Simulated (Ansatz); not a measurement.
TiO2 (Anatase):

```
Ti O
1.0
    -1.89210    1.89210    4.75730
     1.89210   -1.89210    4.75730
     1.89210    1.89210   -4.75730
Ti O
2 4
Direct
  0.75000 0.25000 0.50000
  0.00000 0.00000 0.00000
  0.79190 0.79190 0.00000
  0.54190 0.04190 0.50000
  0.95810 0.45810 0.50000
  0.20810 0.20810 0.00000
```

Base run:

| Item | Value |
| --- | --- |
| Program | Ansatz 0.2.0 |
| Functional | PBE |
| Potentials or basis | Ansatz PAW |
| Cutoff | 420 eV (not typed: the program's choice for these potentials) |
| k mesh | 10 × 10 × 10 |
| Occupations | fermi-dirac, width 0.05 eV |
| Spin | no spin polarisation |
| Hubbard terms | Ti d U = 3 eV |

Its results: band gap on the k mesh 2.51 eV, indirect (least direct gap 2.85 eV); pressure 7.6 GPa; largest force 0.072 eV/Å.

**Question.** The run is repeated on the same cell with these changes: hubbard terms from Ti d U = 3 eV to Ti d U = 6 eV. What comes out?

**Answer.** Band gap on the k mesh 2.97 eV, indirect (least direct gap 3.35 eV); pressure 10.5 GPa; largest force 0.049 eV/Å.

Caveats: the density of states is complete only up to the lowest level of the last band computed.

A k mesh can miss the band edges.
